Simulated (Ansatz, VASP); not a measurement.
This is a calculation of Sn for VASP 6.6.1.

File INCAR:

```
ALGO     = Normal         # electronic algorithm
EDIFF    = 1E-6           # SCF threshold, eV
ENCUT    = 520            # plane-wave cutoff, eV
ISIF     = 2              # what is computed and relaxed
ISMEAR   = -1             # smearing method
LASPH    = True           # aspherical terms in the spheres
LCHARG   = True           # write CHGCAR
LELF     = True           # ELF
LREAL    = False          # projectors in reciprocal space
LVHAR    = True         
LWAVE    = False          # write WAVECAR
NBANDS   = 13             # bands
NELM     = 100            # most SCF steps
PREC     = Accurate       # precision mode
SIGMA    = 0.05           # smearing width, eV
```

KPOINTS

```
k-points
0
Gamma
  10 10 10
```

The input POSCAR:

```
Sn
1.0
   -1.8946518192      1.8946518192      1.8946518192
    1.8946518192     -1.8946518192      1.8946518192
    1.8946518192      1.8946518192     -1.8946518192
Sn
1
Direct
    0.0000000000      0.0000000000      0.0000000000
```

Potentials or basis: VASP PAW LDA potentials, release 64 (Sn_d).

Run with:

```console
$ cat potpaw_LDA.64/Sn_d/POTCAR > POTCAR
$ mpirun -np 1 vasp_std > vasp.out
```

Question: Translate it to Ansatz 0.2.0. Potentials there: Ansatz PAW.

Answer: As run (the cutoff follows the program's own potentials):

input.yaml

```yaml
crystal:
  lattice:
    - [-1.8946518192, 1.8946518192, 1.8946518192]
    - [1.8946518192, -1.8946518192, 1.8946518192]
    - [1.8946518192, 1.8946518192, -1.8946518192]
  atoms:
    - { symbol: Sn, position: [0.0, 0.0, 0.0] }
hamiltonian:
  xc: lda
  pseudopotentials: { kind: paw }
kpoints:
  mp_grid: { grid: [10, 10, 10] }
scf:
  occupations: { method: fermi_dirac, width: 0.05 }
output:
  forces: true
  stress: true
  eigenvalues: true
```

Potentials or basis: Ansatz PAW.

Run with:

```bash
$ ansatz run input.yaml --threads 2 --pin off --max-ram 5632MiB --backend cpu --events-out ev --progress --plain --runs-dir out
```

Both were run:

|  | VASP | Ansatz | Ansatz less VASP |
| --- | --- | --- | --- |
| gap on the k mesh at the Fermi level (eV) | none | none | - |
| pressure (GPa) | -3.5 | -3.4 | +0.06 |

A gap of «none» marks a metal or a gap that the smearing closes.

Caveats: the PAW data sets come from PBE, with cores solved anew for the run's functional, which leaves a small shift of forces and pressure (Ansatz).
